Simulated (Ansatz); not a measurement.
A relaxation computed with Ansatz, from input to last step.

```yaml
crystal:
  lattice:
    - [2.7563941351, 0.0, 0.0]
    - [0.0, 2.7563941351, 0.0]
    - [0.0, 0.0, 2.7563941351]
  atoms:
    - { symbol: Ti, position: [0.0, 0.0, 0.0] }
    - { symbol: O, position: [0.5, 0.5, 0.5] }
basis:
  ecutwfc: 500
kpoints:
  mp_grid: { grid: [6, 6, 6] }
hamiltonian:
  xc: r2scan
scf:
  occupations: { method: gaussian, width: 0.1 }
  lower_state_search: "off"
output:
  forces: true
  stress: true
  eigenvalues: true
relax:
  adjacent_minimum: "off"
  f_tol: 0.04
  max_steps: 70
  cell: { stress_tol: 0.4 }
```

```bash
ansatz run input.yaml --threads 1 --pin off --max-ram 2560MiB --backend cpu --events-out ev --progress --plain --runs-dir out
```

All numbers below come from Ansatz, DFT r2SCAN, scalar-relativistic, plane waves, PAW.

Of 5 frames 5 are shown, positions in Å and forces in eV/Å; the SCF threshold varies from step to step. Steps run on the plane waves of an earlier cell, with a Pulay correction in the pressure. The basis is chosen afresh for the last frame, the zero of the energies, and at times for earlier ones too; energy and pressure step there, also at an unchanged geometry.

```xyz
2
Lattice="2.7564 0.0000 0.0000 0.0000 2.7564 0.0000 0.0000 0.0000 2.7564" Properties=species:S:1:pos:R:3:forces:R:3 pbc="T T T" step=1 free_energy_over_end_meV_per_atom=142.57 pressure_GPa=-27.14
Ti    0.0000    0.0000    0.0000    0.0000    0.0000    0.0000
O     1.3782    1.3782    1.3782    0.0000    0.0000    0.0000
2
Lattice="2.6311 0.0000 0.0000 0.0000 2.6311 0.0000 0.0000 0.0000 2.6311" Properties=species:S:1:pos:R:3:forces:R:3 pbc="T T T" step=2 free_energy_over_end_meV_per_atom=-0.33 pressure_GPa=-2.92
Ti    0.0000    0.0000    0.0000    0.0000    0.0000    0.0000
O     1.3156    1.3156    1.3156    0.0000    0.0000    0.0000
2
Lattice="2.6175 0.0000 0.0000 0.0000 2.6175 0.0000 0.0000 0.0000 2.6175" Properties=species:S:1:pos:R:3:forces:R:3 pbc="T T T" step=3 free_energy_over_end_meV_per_atom=-1.38 pressure_GPa=0.88
Ti    0.0000    0.0000    0.0000    0.0000    0.0000    0.0000
O     1.3087    1.3087    1.3087    0.0000    0.0000    0.0000
2
Lattice="2.6206 0.0000 0.0000 0.0000 2.6206 0.0000 0.0000 0.0000 2.6206" Properties=species:S:1:pos:R:3:forces:R:3 pbc="T T T" step=4 free_energy_over_end_meV_per_atom=-1.44 pressure_GPa=-0.02
Ti    0.0000    0.0000    0.0000    0.0000    0.0000    0.0000
O     1.3103    1.3103    1.3103    0.0000    0.0000    0.0000
2
Lattice="2.6206 0.0000 0.0000 0.0000 2.6206 0.0000 0.0000 0.0000 2.6206" Properties=species:S:1:pos:R:3:forces:R:3 pbc="T T T" step=5 free_energy_over_end_meV_per_atom=0.00 pressure_GPa=0.03
Ti    0.0000    0.0000    0.0000    0.0000    0.0000    0.0000
O     1.3103    1.3103    1.3103    0.0000    0.0000    0.0000
```

The start puts this composition into another compound's structure type, which needn't suit it. At the end the space group is Pm-3m (tolerance 0.05 Å).

The run took 4 s on 1 thread of Intel(R) Xeon(R) 6975P-C (Granite Rapids), with other jobs on the host, peak memory 0.4 GiB.

The k mesh is coarse. Spin polarisation was left out, and a magnetic state may lie lower.